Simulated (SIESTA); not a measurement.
# Si2Ni under changes of volume

One of the cells (13.166 Å³/atom); the others are scaled copies at fixed shape and fractional positions:

```
CELL_PARAMETERS angstrom
0.00000 2.70300 2.70300
2.70300 0.00000 2.70300
2.70300 2.70300 0.00000
ATOMIC_POSITIONS crystal
Ni 0.00000 0.00000 0.00000
Si 0.75000 0.75000 0.75000
Si 0.25000 0.25000 0.25000
```

- Program: SIESTA 5.4.2
- Functional: LDA
- Potentials or basis: PseudoDojo 0.4 standard (LDA files)
- Basis: DZP (energy shift 0.003 Ry; two zetas on semicore shells)
- Grid cutoff: 800 Ry
- Energy shift: 0.003 Ry
- k mesh: 7 × 7 × 7
- Occupations: fermi-dirac, width 0.05 eV
- Spin: collinear spin, ferromagnetic start
- Starting moments: [1.0, 0.0, 0.0] μB

```tsv
volume (Å³/atom)	energy over the lowest point (meV/atom)	pressure (GPa)
12.376	5.64	5.6
12.639	0.00	1.4
12.902	?	?
13.166	6.92	-5.4
13.429	18.29	-8.2
13.692	34.09	-10.8
13.956	53.84	-13.0
```

Q: What does the run at 12.902 Å³/atom give?

A: Energy over the lowest point 0.62 meV/atom; pressure -2.2 GPa.

Worked out: A Birch-Murnaghan fit of order 3 (a polynomial in V^(-2/3)) to the other rows has its minimum at 12.74 Å³/atom with B0 = V·E''(V) = 179 GPa and B' = 4.7. It gives 0.63 meV/atom at 12.902 Å³/atom, against the run's 0.62, and -dE/dV = -2.2 GPa, against -2.2.

Energies are extrapolated to zero smearing.

Caveats: short orbitals over semicore shells can move pressures by several GPa; the basis of atomic orbitals isn't converged, which shifts pressures, moduli and gaps.
